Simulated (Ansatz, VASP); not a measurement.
**One calculation of Cu, two programs**

File INCAR:

```
SYSTEM = Cu
PREC = Accurate
ENCUT = 520
EDIFF = 1E-8
ISMEAR = -1
SIGMA = 0.08
LREAL = .False.
LASPH = .True.
NELM = 80
ALGO = Normal
ISIF = 2
LWAVE = .False.
LCHARG = .False.
GGA = PS
LEFG = .True.
NBANDS = 12
```

KPOINTS

```
regular mesh
0
Gamma
  19 19 19
  0 0 0
```

Contents of POSCAR:

```
Cu
1.0
    0.0000000000      1.8075000000      1.7713500000
    1.8075000000      0.0000000000      1.7713500000
    1.8075000000      1.8075000000      0.0000000000
Cu
1
Direct
    0.0000000000      0.0000000000      0.0000000000
```

Input for Ansatz:

```yaml
crystal:
  lattice:
    - [0.0, 1.8075, 1.77135]
    - [1.8075, 0.0, 1.77135]
    - [1.8075, 1.8075, 0.0]
  atoms:
    - { symbol: Cu, position: [0.0, 0.0, 0.0] }
kpoints:
  mp_grid: { grid: [19, 19, 19] }
scf:
  occupations: { method: fermi_dirac, width: 0.08 }
hamiltonian:
  xc: pbesol
  pseudopotentials: { kind: all_electron, datasets: crystal }
output:
  forces: true
  stress: true
  eigenvalues: true
  efg: { contact_densities: true }
```

Change from the starting cell: zz strain of -2 %, crystal datasets.

Alike in both runs: task electric field gradients; functional PBEsol; k mesh 19 × 19 × 19; occupations fermi-dirac, width 0.08 eV; no spin polarisation.

|  | VASP | Ansatz |
| --- | --- | --- |
| version | VASP 6.6.1 | Ansatz 0.2.0 |
| potentials or method | VASP PAW PBE potentials, release 64 (Cu) | all-electron PAW with datasets made for the crystal, scalar-relativistic |
| plane-wave cutoff (eV) | 520 | see its input |

Ansatz gave:

```
pressure (GPa)                                                 : -3.7
largest component of the traceless stress (GPa)                : 0.59
Vzz of the field gradient on the site that differs most (V/Å²) : 0.3
```

Task: What did VASP give for the same quantities?

Result: Pressure (GPa): -3.0; largest component of the traceless stress (GPa): 0.58; Vzz of the field gradient on the site that differs most (V/Å²): 0.0.

Ansatz ran all-electron here, so the differences hold the error of VASP's frozen core and of both bases.

Caveats: the PAW data sets were made with another functional, which shifts forces and pressure a little (VASP).
